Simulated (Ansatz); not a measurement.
# SnSe2: the band gap up the ladder of functionals

One table from this session's results is given with a row withheld; the runs are named, their logs left out.

Code: Ansatz 0.2.0. PAW datasets, plane waves. (Simulation; spin polarisation is off.)

### The structure to begin with

The cell was relaxed beforehand with r2SCAN+rVV10.

It is trigonal, P-3m1 (No. 164); a = 3.825 Å, c = 6.227 Å in the conventional setting, 26.30 Å³ an atom. Near Sn stand 6 Se at 2.71 Å; near Se stand 3 Sn at 2.71 Å.

As a file:

```xyz
3
Lattice="3.8251 0.0000 0.0000 -1.9126 3.3127 0.0000 0.0000 0.0000 6.2271" Properties=species:S:1:pos:R:3 pbc="T T T"
Sn    0.0000    0.0000    0.0000
Se    0.0000    2.2085    1.5759
Se    1.9126    1.1042    4.6511
```

Set-up of the first run:

input.yaml

```yaml
crystal:
  lattice:
    - [3.825149197, 0.0, 0.0]
    - [-1.9125745985, 3.3126763779, 0.0]
    - [0.0, 0.0, 6.227081499]
  atoms:
    - { symbol: Sn, position: [0.0, 0.0, 0.0] }
    - { symbol: Se, position: [0.3333333333, 0.6666666667, 0.2530781084] }
    - { symbol: Se, position: [0.6666666667, 0.3333333333, 0.7469218916] }
kpoints:
  mp_grid: { grid: [12, 12, 4] }
  band_path:
    path:
      - [[0.0, 0.0, 0.0], [0.5, -3.279066465235e-17, 5.753641007141e-18], [0.3333333333333, 0.3333333333333, 4.602912805721e-18], [0.0, 0.0, 0.0], [5.509115551642e-35, -1.714749421944e-35, 0.5], [0.5, -3.312284844909e-17, 0.5], [0.3333333333333, 0.3333333333333, 0.5], [5.509115551642e-35, -1.714749421944e-35, 0.5]]
      - [[0.5, -3.312284844909e-17, 0.5], [0.5, -3.279066465235e-17, 5.753641007141e-18]]
      - [[0.3333333333333, 0.3333333333333, 0.5], [0.3333333333333, 0.3333333333333, 4.602912805721e-18]]
    npoints: 10
hamiltonian:
  xc: pbe
scf:
  occupations: { method: fermi_dirac, width: 0.02 }
  n_extra_bands: 4
output:
  forces: true
  stress: true
  eigenvalues: true
```

Started as:

```bash
$ ansatz run input.yaml --threads 2 --pin off --max-ram 2211MiB --backend cpu --events-out ev --progress --plain --runs-dir out
```

Among the steps run: PBE band path; r2SCAN at the same geometry; HSE06; PBE+SOC; G0W0 on PBE; Single point with PBE0.

One of the session's tables, all rows but one given; the rest of the session is left out.

| level | gap (eV) |
| --- | --- |
| PBE | 0.67 |
| r2SCAN | 0.92 |
| HSE06 | 1.30 |
| PBE+SOC | 0.60 |
| G0W0@PBE (235 empty bands) | ? |
| PBE0 | 1.95 |

Q: Estimate the row for G0W0@PBE (235 empty bands) from the others.

**Answer.** gap (eV): 1.18. In the column «gap (eV)» it lies between r2SCAN (0.92) and HSE06 (1.30).

Meshes: PBE 12×12×4, r2SCAN 12×12×4, HSE06 6×6×4, PBE+SOC 12×12×4, PBE0 6×6×4

What this shows: PBE+SOC gives the least gap, 0.60 eV, and PBE0 the largest, 1.95 eV. Against G0W0@PBE, PBE is short by 0.51 eV, at 57 % of it, and r2SCAN 78 %. PBE0 lies 0.65 eV above HSE06, which differs from it by screening the long-range exchange. No extrapolation in bands, cutoff or mesh was made for G0W0.

To keep in mind: Warnings in the runs' records: stress exchange threshold loose, stress scf threshold loose.
